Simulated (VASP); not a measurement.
# AlN (P6_3/mmc) in VASP: further runs

The runs below take AlN through single point, with LDA.

Program: VASP 6.6.1. These are calculated values, not measurements. Logs are shortened: lines on timing, memory, paths and dates and some standing lists are left out, and cuts for length are marked.

### Step 1. Starting point

Symmetry: P6_3/mmc, No. 194, hexagonal system. Conventional cell: a = 3.496 Å, b = 3.496 Å, c = 3.758 Å, α = 90.00°, β = 90.00°, γ = 120.00°. Al (site symmetry -6m2) is surrounded by 5 N at 1.88 to 2.02 Å. Around N (site symmetry -6m2) lie 5 Al at 1.88 to 2.02 Å.

Measurements of this composition are mostly on another form, of space group No. 186.

### Step 2. Single point, LDA

INCAR

```
SYSTEM = AlN
PREC = Accurate
ENCUT = 520
EDIFF = 1E-7
ISMEAR = -1
SIGMA = 0.2
LREAL = .FALSE.
LASPH = .TRUE.
NELM = 100
ALGO = Normal
ISIF = 2
LWAVE = .FALSE.
LCHARG = .FALSE.
NBANDS = 16
```

KPOINTS

```
Automatic mesh
0
G
  12 12 6
  0 0 0
```

POSCAR

```
AlN
1.0
    3.4964919247      0.0000000000      0.0000000000
   -1.7482459623      3.0280508309      0.0000000000
    0.0000000000      0.0000000000      3.7575719424
Al N
2 2
Direct
    0.3333333333      0.6666666667      0.7500000000
    0.6666666667      0.3333333333      0.2500000000
    0.3333333333      0.6666666667      0.2500000000
    0.6666666667      0.3333333333      0.7500000000
```

Potentials or basis: VASP PAW LDA potentials, release 64 (Al, N).

Launch:

```bash
$ cat potpaw_LDA.64/Al/POTCAR potpaw_LDA.64/N/POTCAR > POTCAR
$ mpirun -np 1 vasp_std > vasp.out
```

OUTCAR:

```text
SYSTEM = AlN
   PREC = Accurate
   ENCUT = 520
   EDIFF = 1E-7
   ISMEAR = -1
   LREAL = .FALSE.
   LASPH = .TRUE.
   NELM = 100
   ISIF = 2

 ion  position               nearest neighbor table
   1  0.333  0.667  0.750-   3 1.88   3 1.88   4 2.02   4 2.02   4 2.02   2 2.76   2 2.76   2 2.76
                             2 2.76   2 2.76   2 2.76
   2  0.667  0.333  0.250-   4 1.88   4 1.88   3 2.02   3 2.02   3 2.02   1 2.76   1 2.76   1 2.76
                             1 2.76   1 2.76   1 2.76
   3  0.333  0.667  0.250-   1 1.88   1 1.88   2 2.02   2 2.02   2 2.02
   4  0.667  0.333  0.750-   2 1.88   2 1.88   1 2.02   1 2.02   1 2.02

  LATTYP: Found a hexagonal cell.
 ALAT       =     3.4964919247
 C/A-ratio  =     1.0746691322

  Lattice vectors:

 A1 = (   3.4964919247,   0.0000000000,   0.0000000000)
 A2 = (  -1.7482459623,   3.0280508309,   0.0000000000)
 A3 = (   0.0000000000,   0.0000000000,   3.7575719424)

Analysis of symmetry for initial positions (statically):
=====================================================================
 Subroutine PRICEL returns:
 Original cell was already a primitive cell.

 Routine SETGRP: Setting up the symmetry group for a
 hexagonal supercell.

 Subroutine GETGRP returns: Found 24 space group operations
 (whereof 12 operations were pure point group operations)
 out of a pool of 24 trial point group operations.

The static configuration has the point symmetry D_3d.
 The point group associated with its full space group is D_6h.

Analysis of symmetry for dynamics (positions and initial velocities):
=====================================================================
 Subroutine PRICEL returns:
 Original cell was already a primitive cell.

 Routine SETGRP: Setting up the symmetry group for a
 hexagonal supercell.

 Subroutine GETGRP returns: Found 24 space group operations
 (whereof 12 operations were pure point group operations)
 out of a pool of 24 trial point group operations.

The dynamic configuration has the point symmetry D_3d.
 The point group associated with its full space group is D_6h.

 Subroutine INISYM returns: Found 24 space group operations
 (whereof 12 operations are pure point group operations),
 and found     1 'primitive' translations

----------------------------------------------------------------------------------------

                                     Primitive cell

  volume of cell :      39.7835

  direct lattice vectors                    reciprocal lattice vectors
     3.496491925  0.000000000  0.000000000     0.286000947  0.165122723  0.000000000
    -1.748245962  3.028050831  0.000000000     0.000000000  0.330245447  0.000000000
     0.000000000  0.000000000  3.757571942     0.000000000  0.000000000  0.266129302

  length of vectors
     3.496491925  3.496491925  3.757571942     0.330245447  0.330245447  0.266129302

  position of ions in fractional coordinates (direct lattice)
     0.333333333  0.666666667  0.750000000
     0.666666667  0.333333333  0.250000000
     0.333333333  0.666666667  0.250000000
     0.666666667  0.333333333  0.750000000

  ion indices of the primitive-cell ions
   primitive index   ion index
                 1           1
                 2           2
                 3           3
                 4           4

----------------------------------------------------------------------------------------

 KPOINTS: Automatic mesh

Automatic generation of k-mesh.
 Grid dimensions read from file:
 generate k-points for:   12   12    6

 Generating k-lattice:

  Cartesian coordinates                     Fractional coordinates (reciprocal lattice)
     0.023833412  0.013760227  0.000000000     0.083333333 -0.000000000  0.000000000
     0.000000000  0.027520454  0.000000000     0.000000000  0.083333333  0.000000000
     0.000000000  0.000000000  0.044354884     0.000000000  0.000000000  0.166666667

  Length of vectors
     0.027520454  0.027520454  0.044354884

  Shift w.r.t. Gamma in fractional coordinates (k-lattice)
     0.000000000  0.000000000  0.000000000

 Subroutine IBZKPT returns following result:
 ===========================================

 Found     76 irreducible k-points:

 Following reciprocal coordinates:
            Coordinates               Weight
  0.000000  0.000000  0.000000      1.000000
  0.083333 -0.000000  0.000000      6.000000
  0.166667 -0.000000  0.000000      6.000000
  0.250000 -0.000000  0.000000      6.000000
  0.333333 -0.000000  0.000000      6.000000
  0.416667 -0.000000  0.000000      6.000000
[... 16 lines left out ...]
  0.250000 -0.000000  0.166667     12.000000
  0.333333 -0.000000  0.166667     12.000000
 [... further k-points ...]
   k-points           NKPTS =     76   k-points in BZ     NKDIM =     76   number of bands    NBANDS=     16
   number of dos      NEDOS =    301   number of ions     NIONS =      4
   total plane-waves  NPLWV =  21952
   dimension x,y,z NGX =    28 NGY =   28 NGZ =   28
   dimension x,y,z NGXF=    56 NGYF=   56 NGZF=   56
   ions per type =               2   2
   NGX,Y,Z   is equivalent  to a cutoff of  13.31, 13.31, 12.39 a.u.
   NGXF,Y,Z  is equivalent  to a cutoff of  26.63, 26.63, 24.78 a.u.
 SYSTEM =  AlN
   PREC   = accura    normal or accurate (medium, high low for compatibility)
   ISTART =      0    job   : 0-new  1-cont  2-samecut
   ICHARG =      2    charge: 1-file 2-atom 10-const
   ISPIN  =      1    spin polarized calculation?
   LNONCOLLINEAR =      F non collinear calculations
   LSORBIT =      F    spin-orbit coupling
   LASPH  =      T    aspherical Exc in radial PAW
   ENCUT  =  520.0 eV  38.22 Ry    6.18 a.u.   6.50  6.50  6.99*2*pi/ulx,y,z
   NELM   =    100;   NELMIN=  2; NELMDL= -5     # of ELM steps
   EDIFF  = 0.1E-06   stopping-criterion for ELM
   LREAL  =      F    real-space projection
   EDIFFG = 0.1E-05   stopping-criterion for IOM
   NSW    =      0    number of steps for IOM
   IBRION =     -1    ionic relax: 0-MD 1-quasi-New 2-CG
   NFREE  =      0    steps in history (QN), initial steepest desc. (CG)
   ISIF   =      2    stress and relaxation
   ISYM   =      2    0-nonsym 1-usesym 2-fastsym
   POTIM  = 0.5000    time-step for ionic-motion
   TEBEG  =    0.0;   TEEND  =   0.0 temperature during run
   PSTRESS=    0.0 pullay stress
   NELECT =      16.0000    total number of electrons
   NUPDOWN=      -1.0000    fix difference up-down
   EMIN   =  10.00;   EMAX   =-10.00  energy-range for DOS
   EFERMI =   0.00;   METHOD = LEGACY
   ISMEAR =    -1;   SIGMA  =   0.20  broadening in eV -4-tet -1-fermi 0-gaus
   EFERMI_NEDOS =   21; number of points for ismear=-14 and -15
   IALGO  =     38    algorithm
   IMIX   =      4    mixing-type and parameters
     AMIX     =   0.40;   BMIX     =  1.00
     AMIX_MAG =   1.60;   BMIX_MAG =  1.00
  volume/ion in A,a.u.               =       9.95        67.12
  Fermi-wavevector in a.u.,A,eV,Ry     =   1.208409  2.283561 19.867927  1.460251
  Thomas-Fermi vector in A             =   2.344017
   LORBIT       =      0    0 simple, 1 ext, 2 COOP (PROOUT), +10 PAW based schemes
   GGA     = CA    functional components
   LHFCALC =     F    Hartree Fock is set to
   AEXX    =    0.0000 exact exchange contribution
   IVDW    =     0    specifies the selected vdW correction
   LEPSILON=     F    determine dielectric tensor
   LRPA    =     F    only Hartree local field effects (RPA)
 non-spin polarized calculation
  energy-cutoff  :      520.00
  volume of cell :       39.78
 maximum number of plane-waves:      1105
 NGX is ok and might be reduce to    28
   NGX = 13   NGY = 13   NGZ = 13

 number of electron      16.0000003 magnetization

 Free energy of the ion-electron system (eV)
  ---------------------------------------------------
  ext. energy  EPLUGINS =         0.00000000
  ---------------------------------------------------
  free energy    TOTEN  =       -32.01446410 eV

  energy without entropy =      -32.01443244  energy(sigma->0) =      -32.01444827

 E-fermi :   9.1217     XC(G=0): -11.4300

 val. band max:        6.9533879614   @ k =   0.3333   0.3333   0.5000
 cond. band min:      10.5340860580   @ k =   0.0000   0.0000   0.0000
 fundamental gap:      3.5806980965
 Fermi energy:         9.1216810521

 k-point     1 :       0.0000    0.0000    0.0000
  band No.  band energies     occupation
      1      -9.1359      2.00000
      2      -4.7321      2.00000
      3       1.1033      2.00000
      4       3.7533      2.00000
      5       3.7533      2.00000
      6       6.2485      2.00000
[... 8 lines left out ...]
     15      18.9579      0.00000
     16      18.9579      0.00000

 k-point     2 :       0.0833   -0.0000    0.0000
  band No.  band energies     occupation
      1      -9.0652      2.00000
      2      -4.7745      2.00000
      3       1.1718      2.00000
      4       3.5701      2.00000
      5       3.6369      2.00000
      6       5.9923      2.00000
[... 8 lines left out ...]
     15      18.8200      0.00000
     16      19.1155      0.00000

 k-point     3 :       0.1667   -0.0000    0.0000
  band No.  band energies     occupation
      1      -8.8577      2.00000
      2      -4.9097      2.00000
      3       1.3739      2.00000
      4       3.1015      2.00000
      5       3.3621      2.00000
      6       5.4876      2.00000
[... 8 lines left out ...]
     15      18.4853      0.00000
     16      19.5531      0.00000
[... 362 lines left out ...]
 k-point    23 :       0.2500   -0.0000    0.1667
  band No.  band energies     occupation
      1      -8.3295      2.00000
      2      -5.3795      2.00000
      3       1.1552      2.00000
      4       3.2358      2.00000
      5       3.2646      2.00000
      6       4.2377      2.00000
[... 8 lines left out ...]
     15      19.3036      0.00000
     16      20.0818      0.00000

 k-point    24 :       0.3333   -0.0000    0.1667
  band No.  band energies     occupation
      1      -7.9247      2.00000
      2      -5.6122      2.00000
      3       0.9886      2.00000
      4       2.9697      2.00000
      5       2.9823      2.00000
      6       3.8762      2.00000
[... 8 lines left out ...]
     15      19.0879      0.00000
     16      20.7274      0.00000

 [... further k-points ...]

------------------------ aborting loop because EDIFF is reached ----------------------------------------

  FORCE on cell =-STRESS in cart. coord.  units (eV):
  Direction    XX          YY          ZZ          XY          YZ          ZX
  --------------------------------------------------------------------------------------
  -------------------------------------------------------------------------------------
  Total       -3.6469583     -3.6469583      5.4040621     -0.0000000      0.0000000      0.0000000
  in kB     -146.8717895   -146.8717895    217.6345890     -0.0000000      0.0000000      0.0000000
  external PRESSURE =     -25.3696633 kB  Pullay stress =       0.0000000 kB

 VOLUME and BASIS-vectors are now :
 -----------------------------------------------------------------------------
  energy-cutoff  :      520.00
  volume of cell :       39.78
      direct lattice vectors                 reciprocal lattice vectors
     3.496491925  0.000000000  0.000000000     0.286000947  0.165122723  0.000000000
    -1.748245962  3.028050831  0.000000000     0.000000000  0.330245447  0.000000000
     0.000000000  0.000000000  3.757571942     0.000000000  0.000000000  0.266129302

 POSITION                                       TOTAL-FORCE (eV/Angst)
 -----------------------------------------------------------------------------------
     -0.00000      2.01870      2.81818         0.000000     -0.000000      0.000000
      1.74825      1.00935      0.93939        -0.000000      0.000000      0.000000
     -0.00000      2.01870      0.93939        -0.000000     -0.000000      0.000000
      1.74825      1.00935      2.81818        -0.000000      0.000000      0.000000
 -----------------------------------------------------------------------------------
    total drift:                                0.000000     -0.000000      0.000000

  FREE ENERGIE OF THE ION-ELECTRON SYSTEM (eV)
  ---------------------------------------------------
  free  energy   TOTEN  =       -32.0144640993 eV

  energy  without entropy=      -32.0144324413  energy(sigma->0) =      -32.01444827
```

It took 36 s on 1 thread of Intel Xeon Platinum 8259CL at 2.50GHz (Skylake/Cascade Lake), shared host; peak memory 0.16 GiB.

What came out:

| Item | Value |
| --- | --- |
| Free energy | -32.0145 eV |
| Pressure | -2.5 GPa |
| Band gap on the k mesh | 3.58 eV, indirect (least direct gap 3.77 eV) |

A k mesh can miss the band edges.

(Part 1 of 2 ends here.)
